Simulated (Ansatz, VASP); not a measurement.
## TiN (titanium nitride): VASP beside Ansatz

```
Ti N
1.0
     0.00000    2.08582    2.08582
     2.08582    0.00000    2.08582
     2.08582    2.08582    0.00000
Ti N
1 1
Direct
  0.00000 0.00000 0.00000
  0.50000 0.50000 0.50000
```

Alike in both runs: functional LDA; k mesh 16 × 16 × 16; occupations gaussian, width 0.1 eV; no spin polarisation.

Ansatz relaxed the structure, and its values are those at the end. VASP's run is a single point on that final structure, the one shown.

|  | VASP | Ansatz |
| --- | --- | --- |
| version | VASP 6.6.1 | Ansatz 0.2.0 |
| potentials or method | VASP PAW LDA potentials, release 64 (Ti_sv, N) | scalar-relativistic, plane waves, PAW |
| plane-wave cutoff (eV) | 520 | 560 |
| valence electrons in the cell | 17 | 17 |

Ansatz gave:

* gap on the k mesh at the Fermi level (eV): none
* pressure (GPa): 0.0

Question: Estimate VASP's values.

Answer: gap on the k mesh at the Fermi level (eV): none; pressure (GPa): 1.1.

A gap of «none» marks a metal or a gap that the smearing closes.
